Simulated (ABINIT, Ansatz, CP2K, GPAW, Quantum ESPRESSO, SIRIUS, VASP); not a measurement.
HfB2: programs and potentials compared

```
Hf B
1.0
     3.14000    0.00000    0.00000
    -1.57000    2.71932    0.00000
     0.00000    0.00000    3.48000
Hf B
1 2
Direct
  0.00000 0.00000 0.00000
  0.66667 0.33333 0.50000
  0.33333 0.66667 0.50000
```

Alike in all runs: task single point; functional PBEsol; k mesh 10 × 10 × 8; occupations fermi-dirac, width 0.05 eV; no spin polarisation; no spin-orbit coupling. Pressure is positive in compression and, in plane waves, holds the error of the finite cutoff.

```csv
program and potentials,plane-wave cutoff (eV),notes,pressure (GPa)
"Ansatz, all-electron LAPW, scalar-relativistic",-,-,-4.26
"SIRIUS, PseudoDojo 0.4.1 PBEsol standard (scalar relativistic)",1054,6 valence electrons an atom on average,-3.64
"Quantum ESPRESSO, GBRV 1.5 PBEsol",612,6 valence electrons an atom on average,-3.81
"GPAW, PAW data sets generated for this functional",800,6 valence electrons an atom on average,-3.46
"VASP, PBE PAW files B, Hf_pv, 520 eV",520,potentials made for PBE; 5.33 valence electrons an atom on average,-4.44
"ABINIT, PseudoDojo NC SR PBEsol v0.4.1 standard",1034,6 valence electrons an atom on average,-3.65
"CP2K, POTENTIAL_UZH Hf GTH-PBE-q12, B GTH-PBE-q3; TZVP-MOLOPT-PBE-GTH basis",-,atomic basis; potentials made for PBE; 6 valence electrons an atom on average,-3.88
```

The pressure spans -4.44 (VASP, PBE PAW files B, Hf_pv, 520 eV) to -3.46 GPa (GPAW, PAW data sets generated for this functional), with all-electron results at -4.26. Rows in atomic bases carry the error of their basis and grid, which can be large.

The functional is the same throughout but for its coding, so the spread measures potentials, basis and numerics; runs on potential files found faulty are left out.
